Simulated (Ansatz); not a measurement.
**SnO2 under changes of volume**

One of the cells (14.496 Å³/atom); the others are scaled copies at fixed shape and fractional positions:

```
CELL_PARAMETERS angstrom
1.61709 0.93363 4.80059
-1.61709 0.93363 4.80059
0.00000 -1.86726 4.80059
ATOMIC_POSITIONS crystal
Sn 0.50000 0.50000 0.50000
O 0.76283 0.76283 0.76283
O 0.23717 0.23717 0.23717
```

Measurements of this composition are mostly on another form, of space group No. 136.

- Program: Ansatz 0.2.0
- Functional: LDA
- Potentials or basis: Ansatz PAW
- Cutoff: 420 eV (not typed: the program's choice for these potentials)
- k mesh: 10 × 10 × 10
- Occupations: fermi-dirac, width 0.05 eV
- Spin: no spin polarisation

| volume (Å³/atom) | energy over the lowest point (meV/atom) | pressure (GPa) | gap on the mesh (eV) | largest force (eV/Å) |
| --- | --- | --- | --- | --- |
| 13.626 | 0.00 | -0.2 | 2.18 | 0.006 |
| 13.916 | 3.41 | -3.5 | 2.04 | 0.250 |
| 14.206 | ? | ? | ? | ? |
| 14.496 | 26.75 | -9.1 | 1.77 | 0.676 |
| 14.785 | 45.40 | -11.5 | 1.65 | 0.861 |
| 15.075 | 68.04 | -13.5 | 1.54 | 1.030 |
| 15.365 | 94.15 | -15.3 | 1.43 | 1.184 |

Problem. What does the run at 14.206 Å³/atom give?

Solution. Energy over the lowest point 12.53 meV/atom; pressure -6.5 GPa; gap on the mesh 1.90 eV; largest force 0.473 eV/Å.

Worked out: A Birch-Murnaghan fit of order 3 (a polynomial in V^(-2/3)) to the other rows has its minimum at 13.61 Å³/atom, just outside them, with B0 = V·E''(V) = 170 GPa and B' = 4.9 at fixed shape and positions, which overstates the stiffness. It gives 12.54 meV/atom at 14.206 Å³/atom, against the run's 12.53, and -dE/dV = -6.5 GPa, against -6.5. A parabola through the other rows of the gap, of slope -6.48 eV per unit of ln V there, gives 1.90 eV, against the run's 1.90.

Energies are extrapolated to zero smearing.

Caveats: spin-orbit coupling is left out, which moves the levels of the heavy elements; the PAW data sets come from PBE, with cores solved anew for the run's functional, which leaves a small shift of forces and pressure; forces of over 1 eV/Å show positions far from the minimum, so gaps and moduli don't describe the material at rest (some runs).

A mesh can miss the band edges.
